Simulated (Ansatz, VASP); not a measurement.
## KMgF3 in VASP and in Ansatz

Contents of INCAR:

```
SYSTEM = KMgF3
ALGO = Fast
EDIFF = 1E-6
ENCUT = 520
GGA = PE
ISIF = 2
ISMEAR = 0
LASPH = .True.
LCHARG = .True.
LELF = .True.
LREAL = .False.
LVHAR = .True.
LWAVE = .False.
NBANDS = 24
NELM = 100
PREC = Accurate
SIGMA = 0.05
```

KPOINTS

```
k-points
0
Gamma
  6 6 6
  0 0 0
```

Contents of POSCAR:

```
KMgF3
1.0
    4.4742467105      0.0000000000      0.0000000000
    0.0000000000      4.4742467105      0.0000000000
    0.0000000000      0.0000000000      3.1632924243
K Mg F
1 1 3
Direct
    0.5000000000      0.5000000000      0.5000000000
    0.0000000000      0.0000000000      0.0000000000
    0.5000000000      0.0000000000      0.0000000000
    0.0000000000      0.5000000000      0.0000000000
    0.0000000000      0.0000000000      0.5000000000
```

Input for Ansatz:

```yaml
crystal:
  lattice:
    - [4.4742467105, 0.0, 0.0]
    - [0.0, 4.4742467105, 0.0]
    - [0.0, 0.0, 3.1632924243]
  atoms:
    - { symbol: K, position: [0.5, 0.5, 0.5] }
    - { symbol: Mg, position: [0.0, 0.0, 0.0] }
    - { symbol: F, position: [0.5, 0.0, 0.0] }
    - { symbol: F, position: [0.0, 0.5, 0.0] }
    - { symbol: F, position: [0.0, 0.0, 0.5] }
basis:
  ecutwfc: 420
kpoints:
  mp_grid: { grid: [6, 6, 6] }
hamiltonian:
  xc: pbe
scf:
  occupations: { method: gaussian, width: 0.05 }
output:
  forces: true
  stress: true
  eigenvalues: true
```

Alike in both runs: task single point; functional PBE; k mesh 6 × 6 × 6; occupations gaussian, width 0.05 eV; no spin polarisation.

```csv
,VASP,Ansatz
version,VASP 6.6.1,Ansatz 0.2.0
potentials or method,"VASP PAW PBE potentials, release 64 (K_sv, Mg, F)","scalar-relativistic, plane waves, PAW"
plane-wave cutoff (eV),520,420
valence electrons in the cell,32,40
```

Ansatz gave:

```
gap on the k mesh at the Fermi level (eV)       : 6.85
least direct gap on the mesh (eV)               : 6.85
pressure (GPa)                                  : 21.3
largest component of the traceless stress (GPa) : 49.69
```

Problem. Which values does VASP return?

Solution. gap on the k mesh at the Fermi level (eV): 6.82; least direct gap on the mesh (eV): 6.82; pressure (GPa): 21.8; largest component of the traceless stress (GPa): 51.43.

The two sets of potentials don't hold the same shells in valence.

Caveats: so large a pressure means that the cell lies far from this level's equilibrium, or that cutoff or potentials fall short (VASP). A k mesh can miss the band edges. As with any semilocal functional, this PBE gap is likely too small.
